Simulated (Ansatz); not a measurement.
TaS2: from a first guess to the relaxed CdI2 type

First guess:

```xyz
3
Lattice="3.4028 0.0000 0.0000 -1.7014 2.9470 0.0000 0.0000 0.0000 5.4446" Properties=species:S:1:pos:R:3 pbc="T T T"
Ta    0.0000    0.0000    0.0000
S     0.0000    1.9646    1.3611
S     1.7014    0.9823    4.0834
```

These are results of Ansatz 0.2.0, DFT, PBE, PAW with Ansatz's default frozen-core files, scalar-relativistic, not measurements.

Cell and atoms relax within the symmetry of the start on a 12×12×7 k mesh with 0.08 eV Fermi–Dirac smearing.

The start is built from a prototype, known or not as a phase of this compound; the cutoff is 420 eV.

Spin polarisation is left out, and whether a magnetic state lies lower isn't shown here.

Spin–orbit coupling is left out, though it moves levels of the heavy atoms by tenths of an eV or more.

(1) What is the pressure of the first guess?

(2) What does it relax to?

(3) How much energy does the relaxation release?

Answers

(1) 16.31 GPa.

(2) a = 3.379 Å, b = 3.379 Å, c = 6.785 Å, α = 90.00°, β = 90.00°, γ = 120.00° (conventional cell), 22.37 Å³ per atom:
```
CELL_PARAMETERS angstrom
3.37948 0.00000 0.00000
-1.68974 2.92671 0.00000
0.00000 0.00000 6.78526
ATOMIC_POSITIONS crystal
Ta 0.00000 0.00000 0.00000
S 0.33333 0.66667 0.22581
S 0.66667 0.33333 0.77419
```

(3) 170 meV/atom.
